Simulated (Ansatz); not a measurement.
## La across functionals

```
CELL_PARAMETERS angstrom
0.00000 2.64800 2.64800
2.64800 0.00000 2.64800
2.64800 2.64800 0.00000
ATOMIC_POSITIONS crystal
La 0.00000 0.00000 0.00000
```

The conventional cell has a = 5.296 Å, b = 5.296 Å, c = 5.296 Å, α = 90.00°, β = 90.00°, γ = 90.00°. Around La (atom 1) lie 12 La at 3.74 Å.

The cell is COD entry 9008472, as deposited and not checked against the literature; nothing was relaxed.

No spin–orbit coupling, which matters for the heavy atoms here.

One fixed cell is solved with several functionals by PAW (frozen-core files) in Ansatz 0.2.0, scalar-relativistically. A positive pressure means that the functional wants a larger cell.

The PAW files were made with PBE; their cores are remade for each functional.

Numerical set-up: a Γ-centred 12×12×12 k mesh, Fermi–Dirac smearing of 0.05 eV, cutoff 420 eV, no spin polarisation.

Cutoffs: PBE 420 eV, LDA 420 eV, PBEsol 420 eV, r²SCAN 500 eV.

```tsv
setting	P (GPa)	lowest level at Γ above −25 eV, from the valence-band top or, without a gap, the Fermi level (eV)
PBE	-0.27	-15.80
LDA	-3.68	-15.77
PBEsol	-2.38	-15.75
r²SCAN	-0.23	-16.52
```
